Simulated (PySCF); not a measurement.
# C5H8O2: electronic excitations at several levels of theory

Aim: compute the electronic excitations of C5H8O2 (`C=C(C)C(=O)OC`) at several levels, and see how far they spread and what each costs.

The runs use PySCF 2.14.0, with density-fitted response routines of our own; the level of theory stands in each step. All values are computed, except where a source is named. Atoms are numbered from 0 throughout.

## 1. Starting geometry

15 atoms, charge 0, multiplicity 1; geometry from: GFN2-xTB.

Bonds of the start (Å): C0–C1 1.33, C1–C2 1.49, C1–C3 1.49, C3–O4 1.21, C3–O5 1.34, O5–C6 1.42, C0–H7 1.08, C0–H8 1.08, C2–H9 1.09, C2–H10 1.09, C2–H11 1.09, C6–H12 1.09, C6–H13 1.09, C6–H14 1.09.

## 2. Geometry optimisation at PBE0-D3(BJ)/def2-SVP

The job: settings as JSON, then the geometry in Å.

```
{"job": {"xc": "PBE0", "basis": "def2-SVP", "d3": "d3bj", "grid": 2, "kind": "geom"}, "charge": 0, "multiplicity": 1}
C     -2.058250     0.836290     0.610040
C     -1.175730    -0.077360     0.218220
C     -1.507990    -1.509320    -0.050810
C      0.237500     0.348820     0.036020
O      0.649720     1.468040     0.219630
O      1.024620    -0.662590    -0.363750
C      2.390840    -0.339260    -0.565580
H     -3.097380     0.600450     0.762660
H     -1.747580     1.851960     0.787650
H     -2.565280    -1.691710     0.121290
H     -1.261830    -1.766740    -1.076450
H     -0.920600    -2.160090     0.599030
H      2.834070     0.033820     0.359530
H      2.489080     0.431510    -1.334400
H      2.880020    -1.258920    -0.876700
```

Log:

```text
step   0  E = -345.14583838  max force = 0.011164
step   1  E = -345.14672971  max force = 0.006128
step   2  E = -345.14663143  max force = 0.006486
step   3  E = -345.14698935  max force = 0.001264
step   4  E = -345.14698079  max force = 0.001572
step   5  E = -345.14699927  max force = 0.000383
optimisation converged
```

It took 36 s on 8 threads of Arm Neoverse V1, shared host.

Along the way: (the energy doesn't fall at every step)

| step | energy from step 0 (eV) | largest force component (eV/Å) |
| --- | --- | --- |
| 0 | 0.0000 | 0.5741 |
| 1 | -0.0243 | 0.3151 |
| 2 | -0.0216 | 0.3335 |
| 3 | -0.0313 | 0.0650 |
| 4 | -0.0311 | 0.0808 |
| 5 | -0.0316 | 0.0197 |

Close pairs (by a distance rule), those that changed most:

| bond | before (Å) | after (Å) | change (Å) |
| --- | --- | --- | --- |
| C0–H7 | 1.076 | 1.093 | +0.016 |
| C0–H8 | 1.077 | 1.092 | +0.016 |
| C2–H10 | 1.086 | 1.101 | +0.015 |
| C2–H9 | 1.087 | 1.098 | +0.012 |
| C2–H11 | 1.091 | 1.101 | +0.010 |
| C0–C1 | 1.329 | 1.338 | +0.009 |
| C6–H14 | 1.087 | 1.096 | +0.009 |
| C6–H12 | 1.092 | 1.100 | +0.009 |

The next job starts from the end point, and lists it.

| at the end point | value |
| --- | --- |
| point group (found at 0.08 Å tolerance) | Cs |
| rotational constants (GHz, main isotopes) | 4.783, 2.066, 1.469 |
| dipole moment (D) | 1.83 |

## 3. Excited states and response: CAM-B3LYP/def2-SVPD

The job: settings as JSON, then the geometry in Å.

```
{"job": {"kind": "uv", "xc": "CAM-B3LYP", "basis": "def2-SVPD", "nstates": 12, "ntriplets": 4}, "charge": 0, "multiplicity": 1}
C     -2.051503     0.845105     0.612336
C     -1.174608    -0.085561     0.216951
C     -1.519247    -1.517242    -0.049987
C      0.241094     0.358162     0.035670
O      0.655562     1.475523     0.214910
O      1.026035    -0.653854    -0.360926
C      2.389372    -0.331747    -0.561531
H     -3.105145     0.600693     0.767319
H     -1.718077     1.870781     0.786082
H     -2.587985    -1.702356     0.122898
H     -1.275078    -1.794441    -1.086880
H     -0.934423    -2.190204     0.595617
H      2.842988     0.046550     0.366547
H      2.498949     0.441757    -1.336127
H      2.883277    -1.258266    -0.876500
```

With the program's defaults for keys left out, this is: TDDFT CAM-B3LYP/def2-SVPD, vertical, gas phase, core orbitals frozen in the response.

Log:

```text
coarse grid: 12568 points
cycle   1  E = -345.1541138195  dE =  1.073e+00  |g| = 8.950e-01  |ddm| = 6.840e+00
cycle   2  E = -344.9755708432  dE =  1.785e-01  |g| = 1.370e+00  |ddm| = 3.494e+00
cycle   3  E = -345.3086715219  dE = -3.331e-01  |g| = 1.679e-01  |ddm| = 2.279e+00
cycle   4  E = -345.3131733229  dE = -4.502e-03  |g| = 7.453e-02  |ddm| = 3.379e-01
cycle   5  E = -345.3141516652  dE = -9.783e-04  |g| = 1.318e-02  |ddm| = 9.898e-02
cycle   6  E = -345.3141920564  dE = -4.039e-05  |g| = 3.730e-03  |ddm| = 3.268e-02
cycle   7  E = -345.3141960050  dE = -3.949e-06  |g| = 9.081e-04  |ddm| = 1.030e-02
final grid: 121432 points
cycle   8  E = -345.3913653933  dE = -3.375e-05  |g| = 3.641e-03  |ddm| = 8.700e-02
cycle   9  E = -345.3913653272  dE =  6.615e-08  |g| = 3.927e-03  |ddm| = 1.456e-02
cycle  10  E = -345.3913684683  dE = -3.141e-06  |g| = 5.824e-04  |ddm| = 6.516e-03
cycle  11  E = -345.3913685258  dE = -5.753e-08  |g| = 2.156e-04  |ddm| = 9.480e-04
cycle  12  E = -345.3913685333  dE = -7.473e-09  |g| = 1.046e-04  |ddm| = 4.700e-04
cycle  13  E = -345.3913685355  dE = -2.143e-09  |g| = 1.536e-05  |ddm| = 1.388e-04
cycle  14  E = -345.3913685355  dE = -6.321e-11  |g| = 5.038e-06  |ddm| = 4.622e-05
converged SCF energy = -345.3913685355

Static polarisability (au): isotropic 69.151, principal 49.327 69.683 88.442

Singlet excitations
state   eV       nm        f      main configurations
  1   5.1805    239.3   0.00005   H-1->L 0.93
  2   6.1181    202.7   0.26220   H->L 0.97
  3   7.1898    172.4   0.11589   H-2->L 0.94
  4   7.4519    166.4   0.00598   H->L+1 0.79, H->L+2 0.14
  5   7.5184    164.9   0.00100   H-3->L 0.77, H-4->L 0.15
  6   7.9288    156.4   0.02830   H-1->L+1 0.82, H-1->L+4 0.10
  7   8.2285    150.7   0.00087   H-4->L 0.52, H-5->L 0.26
  8   8.2529    150.2   0.00747   H->L+2 0.41, H->L+4 0.25, H->L+3 0.16
  9   8.4115    147.4   0.00029   H-5->L 0.29, H-4->L 0.18, H-1->L+8 0.14
 10   8.4599    146.6   0.00672   H-2->L+1 0.72, H->L+3 0.11
 11   8.6148    143.9   0.03089   H->L+3 0.62, H->L+4 0.15
 12   8.8163    140.6   0.00000   H-1->L+5 0.29, H-1->L+8 0.27, H-5->L 0.20

Triplet excitations (Tamm-Dancoff, eV): 3.6947 4.7730 5.6642 7.0808
```

Wall time 40 s (8 threads of Arm Neoverse V1, shared host).

Frontier orbitals and where they lie:

| orbital | eV | atoms |
| --- | --- | --- |
| HOMO−3 | -11.58 | O5 27 %, C6 12 %, O4 10 % |
| HOMO−2 | -10.33 | O5 46 %, O4 23 %, C6 11 % |
| HOMO−1 | -9.59 | O4 65 %, O5 10 %, C3 9 % |
| HOMO | -9.09 | C0 34 %, C1 32 %, O4 9 % |
| LUMO | -0.11 | C0 27 %, C1 20 %, C3 17 % |
| LUMO+1 | 1.18 | C6 16 %, C3 14 %, C2 14 % |
| LUMO+2 | 1.72 | C6 20 %, C2 11 %, H14 9 % |

With each of the 12 states as a Gaussian band of 0.4 eV half-width at 1/e, the curve within the window shown has maxima at 203 nm (ε 11,000), 172 nm (ε 4,900), 146 nm (ε 1,800) L/(mol cm). Beyond the last state computed it falls off for lack of states. The curve at chosen wavelengths:

| nm | ε (L/mol/cm) |
| --- | --- |
| 136 | 282 |
| 141 | 1231 |
| 147 | 1809 |
| 152 | 1673 |
| 157 | 1676 |
| 163 | 2463 |
| 168 | 4192 |
| 174 | 4751 |
| 179 | 3270 |
| 184 | 2283 |
| 190 | 4063 |
| 195 | 7470 |
| 200 | 10200 |
| 206 | 9980 |
| 211 | 7359 |
| 216 | 4343 |
| 222 | 1796 |
| 227 | 720 |
| 232 | 253 |
| 238 | 63 |
| 243 | 19 |
| 249 | 5 |
| 254 | 2 |
| 259 | 1 |
| 265 | 0 |
| 270 | 0 |

Further results of this job:

| property | computed |
| --- | --- |
| dipole moment (D) | 1.99 |
| polarisability (Å³) | 10.25 |
| HOMO–LUMO gap (eV) | 8.97 |
| −ε(HOMO) (eV) | 9.09 |

## 4. Ultraviolet spectrum: PBE0/def2-SVPD

The job, as its differences from that of step 3:

```diff
@@ -1,2 +1,2 @@
-{"job": {"kind": "uv", "xc": "CAM-B3LYP", "basis": "def2-SVPD", "nstates": 12, "ntriplets": 4}, "charge": 0, "multiplicity": 1}
+{"job": {"kind": "uv", "xc": "PBE0", "basis": "def2-SVPD", "nstates": 12, "ntriplets": 4}, "charge": 0, "multiplicity": 1}
 C     -2.051503     0.845105     0.612336
```

Level: TDDFT PBE0/def2-SVPD, vertical, gas phase, core orbitals frozen in the response.

Log:

```text
coarse grid: 12568 points
cycle   1  E = -344.9554214756  dE =  9.167e-01  |g| = 8.380e-01  |ddm| = 6.256e+00
cycle   2  E = -344.6382269071  dE =  3.172e-01  |g| = 1.542e+00  |ddm| = 4.193e+00
cycle   3  E = -345.0819976378  dE = -4.438e-01  |g| = 2.576e-01  |ddm| = 3.211e+00
cycle   4  E = -345.0945608571  dE = -1.256e-02  |g| = 8.007e-02  |ddm| = 4.845e-01
cycle   5  E = -345.0956175056  dE = -1.057e-03  |g| = 2.334e-02  |ddm| = 1.161e-01
cycle   6  E = -345.0957466890  dE = -1.292e-04  |g| = 4.285e-03  |ddm| = 4.639e-02
cycle   7  E = -345.0957507962  dE = -4.107e-06  |g| = 1.411e-03  |ddm| = 1.038e-02
final grid: 121432 points
cycle   8  E = -345.1574880362  dE = -2.280e-05  |g| = 1.221e-02  |ddm| = 1.426e-01
cycle   9  E = -345.1574487078  dE =  3.933e-05  |g| = 1.877e-02  |ddm| = 4.700e-02
cycle  10  E = -345.1575178927  dE = -6.918e-05  |g| = 2.212e-03  |ddm| = 2.884e-02
cycle  11  E = -345.1575188209  dE = -9.282e-07  |g| = 4.438e-04  |ddm| = 3.184e-03
cycle  12  E = -345.1575188575  dE = -3.661e-08  |g| = 1.336e-04  |ddm| = 7.829e-04
cycle  13  E = -345.1575188612  dE = -3.650e-09  |g| = 3.660e-05  |ddm| = 3.022e-04
cycle  14  E = -345.1575188615  dE = -2.995e-10  |g| = 1.231e-05  |ddm| = 6.976e-05
converged SCF energy = -345.1575188615

Static polarisability (au): isotropic 69.573, principal 49.157 70.161 89.402

Singlet excitations
state   eV       nm        f      main configurations
  1   4.9762    249.2   0.00004   H-1->L 0.97
  2   6.0217    205.9   0.23563   H->L 0.96
  3   6.7142    184.7   0.10957   H-2->L 0.96
  4   7.2529    170.9   0.00051   H-3->L 0.89
  5   7.2906    170.1   0.00286   H->L+1 0.92
  6   7.6281    162.5   0.01512   H-1->L+1 0.95
  7   7.8691    157.6   0.00007   H-4->L 0.88
  8   7.9711    155.5   0.00498   H->L+2 0.78, H->L+3 0.09
  9   8.0431    154.1   0.00002   H-5->L 0.62, H-1->L+5 0.24
 10   8.2928    149.5   0.00725   H-2->L+1 0.87
 11   8.3339    148.8   0.01941   H-1->L+2 0.97
 12   8.3443    148.6   0.00002   H-1->L+5 0.57, H-5->L 0.27

Triplet excitations (Tamm-Dancoff, eV): 3.6392 4.5689 5.4309 6.8239
```

Wall time 31 s (8 threads of Arm Neoverse V1, shared host).

In short: HOMO -7.77 eV, LUMO -1.25 eV; lowest singlet 4.98 eV.

## 5. TDDFT and polarisability: PBE/def2-SVPD

The job, as its differences from that of step 4:

```diff
@@ -1,2 +1,2 @@
-{"job": {"kind": "uv", "xc": "PBE0", "basis": "def2-SVPD", "nstates": 12, "ntriplets": 4}, "charge": 0, "multiplicity": 1}
+{"job": {"kind": "uv", "xc": "PBE", "basis": "def2-SVPD", "nstates": 12, "ntriplets": 4}, "charge": 0, "multiplicity": 1}
 C     -2.051503     0.845105     0.612336
```

With the program's defaults for keys left out, this is: TDDFT PBE/def2-SVPD, vertical, gas phase, core orbitals frozen in the response.

Log:

```text
coarse grid: 12568 points
cycle   1  E = -344.8684439359  dE =  7.785e-01  |g| = 9.488e-01  |ddm| = 7.079e+00
cycle   2  E = -344.0161994191  dE =  8.522e-01  |g| = 2.212e+00  |ddm| = 9.788e+00
cycle   3  E = -344.9856343117  dE = -9.694e-01  |g| = 5.646e-01  |ddm| = 9.233e+00
cycle   4  E = -345.0508204821  dE = -6.519e-02  |g| = 1.495e-01  |ddm| = 9.104e-01
cycle   5  E = -345.0535085282  dE = -2.688e-03  |g| = 8.089e-02  |ddm| = 2.616e-01
cycle   6  E = -345.0549861323  dE = -1.478e-03  |g| = 1.560e-02  |ddm| = 1.435e-01
cycle   7  E = -345.0550231126  dE = -3.698e-05  |g| = 9.953e-03  |ddm| = 3.724e-02
cycle   8  E = -345.0550509714  dE = -2.786e-05  |g| = 2.154e-03  |ddm| = 1.611e-02
cycle   9  E = -345.0550520262  dE = -1.055e-06  |g| = 6.100e-04  |ddm| = 4.066e-03
final grid: 121432 points
cycle  10  E = -345.1384254777  dE = -9.997e-06  |g| = 1.975e-02  |ddm| = 2.039e-01
cycle  11  E = -345.1381641078  dE =  2.614e-04  |g| = 4.094e-02  |ddm| = 8.640e-02
cycle  12  E = -345.1384984093  dE = -3.343e-04  |g| = 6.610e-03  |ddm| = 6.201e-02
cycle  13  E = -345.1385071532  dE = -8.744e-06  |g| = 1.540e-03  |ddm| = 9.412e-03
cycle  14  E = -345.1385076204  dE = -4.672e-07  |g| = 2.887e-04  |ddm| = 2.071e-03
cycle  15  E = -345.1385076338  dE = -1.340e-08  |g| = 1.542e-04  |ddm| = 7.305e-04
cycle  16  E = -345.1385076397  dE = -5.857e-09  |g| = 5.009e-05  |ddm| = 2.385e-04
cycle  17  E = -345.1385076404  dE = -6.988e-10  |g| = 1.226e-05  |ddm| = 1.014e-04
converged SCF energy = -345.1385076404

Static polarisability (au): isotropic 72.566, principal 50.532 73.275 93.892

Singlet excitations
state   eV       nm        f      main configurations
  1   4.3262    286.6   0.00004   H->L 1.00
  2   5.6051    221.2   0.06314   H-1->L 0.69, H-2->L 0.24
  3   5.7625    215.2   0.21088   H-2->L 0.69, H-1->L 0.23
  4   6.3821    194.3   0.00047   H-3->L 0.99
  5   6.3980    193.8   0.01079   H->L+1 0.99
  6   6.5880    188.2   0.00027   H-1->L+1 1.00
  7   6.9229    179.1   0.01322   H->L+2 1.00
  8   6.9870    177.4   0.00003   H-4->L 0.99
  9   7.1417    173.6   0.00106   H-1->L+2 1.00
 10   7.2292    171.5   0.00001   H-5->L 0.80, H->L+3 0.19
 11   7.2796    170.3   0.00016   H->L+3 0.80, H-5->L 0.19
 12   7.3476    168.7   0.00857   H-2->L+1 0.99

Triplet excitations (Tamm-Dancoff, eV): 3.6796 4.0075 4.8710 6.1083
```

Wall time 24 s (8 threads of Arm Neoverse V1, shared host).

Key values: HOMO -6.41 eV, LUMO -2.21 eV; lowest singlet 4.33 eV.

## 6. Ultraviolet spectrum: B3LYP/def2-SVPD

The job, as its differences from that of step 5:

```diff
@@ -1,2 +1,2 @@
-{"job": {"kind": "uv", "xc": "PBE", "basis": "def2-SVPD", "nstates": 12, "ntriplets": 4}, "charge": 0, "multiplicity": 1}
+{"job": {"kind": "uv", "xc": "B3LYP", "basis": "def2-SVPD", "nstates": 12, "ntriplets": 4}, "charge": 0, "multiplicity": 1}
 C     -2.051503     0.845105     0.612336
```

Method: TDDFT B3LYP/def2-SVPD, vertical, gas phase, core orbitals frozen in the response.

Log:

```text
coarse grid: 12568 points
cycle   1  E = -345.3173977980  dE =  8.950e-01  |g| = 9.125e-01  |ddm| = 7.085e+00
cycle   2  E = -344.8777982092  dE =  4.396e-01  |g| = 1.760e+00  |ddm| = 4.570e+00
cycle   3  E = -345.4609371808  dE = -5.831e-01  |g| = 3.198e-01  |ddm| = 3.641e+00
cycle   4  E = -345.4804415419  dE = -1.950e-02  |g| = 9.896e-02  |ddm| = 5.511e-01
cycle   5  E = -345.4819853001  dE = -1.544e-03  |g| = 3.229e-02  |ddm| = 1.413e-01
cycle   6  E = -345.4822319280  dE = -2.466e-04  |g| = 5.642e-03  |ddm| = 6.264e-02
cycle   7  E = -345.4822387624  dE = -6.834e-06  |g| = 2.036e-03  |ddm| = 1.379e-02
final grid: 121432 points
cycle   8  E = -345.5572612766  dE = -3.951e-05  |g| = 6.719e-03  |ddm| = 1.439e-01
cycle   9  E = -345.5572450000  dE =  1.628e-05  |g| = 1.073e-02  |ddm| = 2.689e-02
cycle  10  E = -345.5572715699  dE = -2.657e-05  |g| = 1.516e-03  |ddm| = 1.629e-02
cycle  11  E = -345.5572720750  dE = -5.052e-07  |g| = 2.583e-04  |ddm| = 2.138e-03
cycle  12  E = -345.5572720808  dE = -5.766e-09  |g| = 1.858e-04  |ddm| = 5.415e-04
cycle  13  E = -345.5572720876  dE = -6.763e-09  |g| = 4.336e-05  |ddm| = 3.000e-04
cycle  14  E = -345.5572720879  dE = -3.899e-10  |g| = 1.275e-05  |ddm| = 7.573e-05
converged SCF energy = -345.5572720879

Static polarisability (au): isotropic 70.337, principal 49.667 70.897 90.446

Singlet excitations
state   eV       nm        f      main configurations
  1   4.8706    254.6   0.00004   H-1->L 0.98
  2   5.9093    209.8   0.22678   H->L 0.95
  3   6.5359    189.7   0.10479   H-2->L 0.96
  4   7.0097    176.9   0.00206   H->L+1 0.95
  5   7.1215    174.1   0.00082   H-3->L 0.94
  6   7.2985    169.9   0.01386   H-1->L+1 0.96
  7   7.6414    162.3   0.00370   H->L+2 0.87
  8   7.7132    160.7   0.00002   H-4->L 0.92
  9   7.9048    156.8   0.00020   H-5->L 0.53, H-1->L+5 0.37
 10   7.9362    156.2   0.01636   H-1->L+2 0.98
 11   8.0108    154.8   0.00478   H-2->L+1 0.85, H->L+3 0.10
 12   8.0502    154.0   0.02531   H->L+3 0.82, H-2->L+1 0.10

Triplet excitations (Tamm-Dancoff, eV): 3.6971 4.5043 5.3620 6.7563
```

It took 31 s on 8 threads of Arm Neoverse V1, shared host.

This run: HOMO -7.55 eV, LUMO -1.48 eV; lowest singlet 4.87 eV.

## 7. Comparing the runs: electronic excitations

Excitations and ground-state properties, with basis size and wall time:

| run | lowest singlet (eV) | brightest (eV) | f | gap (eV) | α (Å³) | μ (D) | functions | time |
| --- | --- | --- | --- | --- | --- | --- | --- | --- |
| CAM-B3LYP/def2-SVPD | 5.18 | 6.12 | 0.262 | 8.97 | 10.25 | 1.99 | 210 | 40 s |
| PBE0/def2-SVPD | 4.98 | 6.02 | 0.236 | 6.52 | 10.31 | 1.99 | 210 | 31 s |
| PBE/def2-SVPD | 4.33 | 5.76 | 0.211 | 4.20 | 10.75 | 2.00 | 210 | 24 s |
| B3LYP/def2-SVPD | 4.87 | 5.91 | 0.227 | 6.06 | 10.42 | 1.99 | 210 | 31 s |

## 8. What came out

| quantity | value |
| --- | --- |
| point group | Cs |
| rotational constants (main isotopes) | 4.78, 2.07, 1.47 GHz |
| lowest singlet (CAM-B3LYP/def2-SVPD) | 5.18 eV (239 nm), f = 0.000 |
| brightest single state of those computed | state 2, 6.12 eV, f = 0.262 |
| lowest triplet | 3.69 eV |
| range of the lowest singlet | 4.33 to 5.18 eV |

What this shows: Single values in the summary come from the first run of each kind that ended normally (CAM-B3LYP/def2-SVPD), which need not be the best level. Over 5 steps the energy fell by 0.032 eV; of the close pairs, C0–H7 changed most, 1.076 to 1.093 Å. The lowest singlet, at 5.18 eV, is HOMO−1→LUMO 0.93 and is dark; of the 12 states computed, the strongest absorption comes from state 2 at 6.12 eV. The lowest triplet lies 1.49 eV below the lowest singlet (triplets in Tamm-Dancoff, singlets in full TDDFT). The lowest singlet runs from 4.33 eV (PBE/def2-SVPD) to 5.18 eV (CAM-B3LYP/def2-SVPD), while the orbital gap spans 4.20 to 8.97 eV: the excitation energy moves far less from run to run than the orbital gap does. The lowest state need not be the same one in every run.
